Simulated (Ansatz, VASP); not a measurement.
One calculation of WC, two programs

```
W C
1.0
     2.84249    0.00000    0.00000
    -1.42125    2.46167    0.00000
     0.00000    0.00000    2.82900
W C
1 1
Direct
  0.00000 0.00000 0.00000
  0.66667 0.33333 0.50000
```

Change from the starting cell: equal xx and yy strain of -2 %.

Alike in both runs: task single point; functional PBEsol; k mesh 13 × 13 × 12; occupations fermi-dirac, width 0.05 eV; no spin polarisation.

```csv
,VASP,Ansatz
version,VASP 6.6.1,Ansatz 0.2.0
potentials or method,"VASP PAW PBE potentials, release 64 (W_sv, C), cutoff 520 eV","all-electron LAPW, scalar-relativistic"
```

|  | VASP | Ansatz | Ansatz less VASP |
| --- | --- | --- | --- |
| pressure (GPa) | 17.8 | 16.2 | -1.56 |
| largest component of the traceless stress (GPa) | 9.02 | 9.27 | +0.244 |

Ansatz ran all-electron here, so the differences hold the error of VASP's frozen core and of both bases.

Caveats: so large a pressure means that the cell lies far from this level's equilibrium, or that cutoff or potentials fall short (VASP); the potentials were made for another functional, which shifts forces and pressure (VASP). The runs have no spin-orbit coupling, so splittings on W are missing.
